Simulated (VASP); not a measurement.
Here is a VASP 6.6.1 calculation.

Contents of INCAR:

```
SYSTEM = P
  PREC = Accurate
  ENCUT = 520
  EDIFF = 1E-7
  ISMEAR = 0
  SIGMA = 0.1
  LREAL = .FALSE.
  LASPH = .TRUE.
  NELM = 80
  ALGO = Normal
  ISIF = 3
  LWAVE = .FALSE.
  LCHARG = .FALSE.
  GGA = CA
  IBRION = 2
  NSW = 80
  EDIFFG = -0.002
  PSTRESS = 0.001
```

File KPOINTS:

```
Automatic mesh
0
G
  15 15 15
  0 0 0
```

File POSCAR:

```
P                                       
1.0
    1.6991719113      0.9810173653      2.7839873355
   -1.6991719113      0.9810173653      2.7839873355
    0.0000000000     -1.9620347097      2.7839873317
  P             
     2
Direct
     0.2398957075353323    0.2398957075353323    0.2398957075327246
     0.7601042924646677    0.7601042924646677    0.7601042924672754
```

Potentials or basis: VASP PAW LDA potentials, release 64 (P).

Launch:

```console
$ cat potpaw_LDA.64/P/POTCAR > POTCAR
$ mpirun -np 1 vasp_std > vasp.out
```

Estimate the relaxed volume.

14.86 Å³/atom.

What does it give for the space group after relaxing (to 0.05 Å)?

R-3m (No. 166).

What does it give for the relaxed cell?

a = 3.530 Å, b = 3.530 Å, c = 3.530 Å, α = 58.04°, β = 58.04°, γ = 58.04°.

Predict the band gap on the k mesh.

none (metal or under the smearing width).

Step by step:
| step | energy change (eV) | largest force (eV/Å) | pressure (GPa) | volume (Å³) |
| --- | --- | --- | --- | --- |
| 1 | 0.0000 | 0.0003 | 3.00 | 27.84 |
| 2 | -0.0043 | 0.1623 | -1.57 | 28.91 |
| 3 | -0.0063 | 0.1034 | -0.01 | 28.52 |
| 4 | -0.0072 | 0.0875 | 0.01 | 28.58 |
| 5 | -0.0101 | 0.0811 | 0.42 | 28.75 |
| 6 | -0.0162 | 0.0543 | 1.23 | 29.09 |
| 7 | -0.0159 | 0.1708 | 1.56 | 29.25 |
| 8 | -0.0164 | 0.0963 | 1.37 | 29.15 |
| 9 | -0.0167 | 0.1023 | 1.32 | 29.19 |
| 10 | -0.0175 | 0.1240 | 1.17 | 29.32 |
| 11 | -0.0180 | 0.1822 | 0.85 | 29.57 |
| 12 | -0.0187 | 0.1587 | 0.66 | 29.61 |
| 13 | -0.0204 | 0.0882 | 0.08 | 29.74 |
| 14 | -0.0206 | 0.0522 | -1.08 | 29.99 |
| 15 | -0.0210 | 0.0088 | -0.57 | 29.88 |
| 16 | -0.0213 | 0.0064 | -0.43 | 29.84 |
| 17 | -0.0217 | 0.0001 | 0.02 | 29.71 |
| 18 | -0.0217 | 0.0003 | 0.03 | 29.71 |
| 19 | -0.0217 | 0.0012 | 0.01 | 29.71 |
| 20 | -0.0217 | 0.0021 | 0.00 | 29.72 |
| 21 | -0.0217 | 0.0016 | 0.00 | 29.72 |

Caveat: the cell is relaxed towards a set pressure, so the enthalpy falls and the energy may rise.
